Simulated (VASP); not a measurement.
Wanted: the native input for a VASP 6.6.1 run.

```yaml
Task: atomic charges
Functional: HF
Potentials_or_basis: VASP PAW PBE potentials, release 64 (Fe, O)
Cutoff: 520 eV
k_mesh: 6 × 6 × 6
Occupations: gaussian, width 0.01 eV
Spin: collinear spin, zero start
Starting_moments: "[0.0, 0.0] μB"
Grid_for_exact_exchange_PRECFOCK: Fast
Exchange_at_q_=_0: default
Further_INCAR_settings: ALGO = Normal; EDIFF = 1e-07
```

Crystal: FeO (Wuestite).

```
Fe O
1.0
     0.00000    2.15540    2.15540
     2.15540    0.00000    2.15540
     2.15540    2.15540    0.00000
Fe O
1 1
Direct
  0.00000 0.00000 0.00000
  0.50000 0.50000 0.50000
```

These files were run (other wordings do the same):

POSCAR

```
FeO
1.0
    0.0000000000      2.1554000000      2.1554000000
    2.1554000000      0.0000000000      2.1554000000
    2.1554000000      2.1554000000      0.0000000000
Fe O
1 1
Direct
    0.0000000000      0.0000000000      0.0000000000
    0.5000000000      0.5000000000      0.5000000000
```

INCAR.step1

```
SYSTEM = FeO
ALGO = Normal
EDIFF = 1E-5
ENCUT = 520
GGA = PE
ISIF = 2
ISMEAR = 0
ISPIN = 2
LASPH = .TRUE.
LMAXMIX = 4
LREAL = .FALSE.
LWAVE = .TRUE.
MAGMOM = 0 0
NELM = 150
PREC = Accurate
SIGMA = 0.01
```

INCAR.step2

```
SYSTEM = FeO
AEXX = 1.0
AGGAC = 0.0
ALDAC = 0.0
ALGO = Normal
EDIFF = 1E-7
ENCUT = 520
GGA = PE
ISIF = 2
ISMEAR = 0
ISPIN = 2
ISTART = 1
LASPH = .TRUE.
LCHARG = .TRUE.
LELF = .TRUE.
LHFCALC = .TRUE.
LMAXMIX = 4
LORBIT = 11
LREAL = .FALSE.
LVHAR = .TRUE.
LWAVE = .FALSE.
MAGMOM = 0 0
NELM = 150
PREC = Accurate
PRECFOCK = Fast
SIGMA = 0.01
```

KPOINTS

```
k-points
0
G
  6 6 6
  0 0 0
```

Potentials or basis: VASP PAW PBE potentials, release 64 (Fe, O).

Run with:

```bash
$ cat potpaw_PBE.64/Fe/POTCAR potpaw_PBE.64/O/POTCAR > POTCAR
$ cp INCAR.step1 INCAR
$ mpirun -np 1 vasp_std > vasp.out
$ cp INCAR.step2 INCAR
$ mpirun -np 1 vasp_std > vasp.out
```

Results of the run:

```
Pressure                                              : -13.6 GPa
Band gap on the k mesh                                : 14.79 eV, indirect (least direct gap 14.99 eV)
Net moment                                            : 0.00 μB per cell
Valence electrons inside the program's atomic spheres : Fe 6.71; O 5.17
```

Caveat: the k mesh is coarse (spacing up to 0.42 Å⁻¹), so the values aren't converged, least of all with exact exchange; the PAW data sets were made with another functional, which shifts forces and pressure a little.

Wall time 13 min on 1 thread of Intel(R) Xeon(R) Platinum 8488C (Sapphire Rapids), on a shared host, peak memory 0.16 GiB.
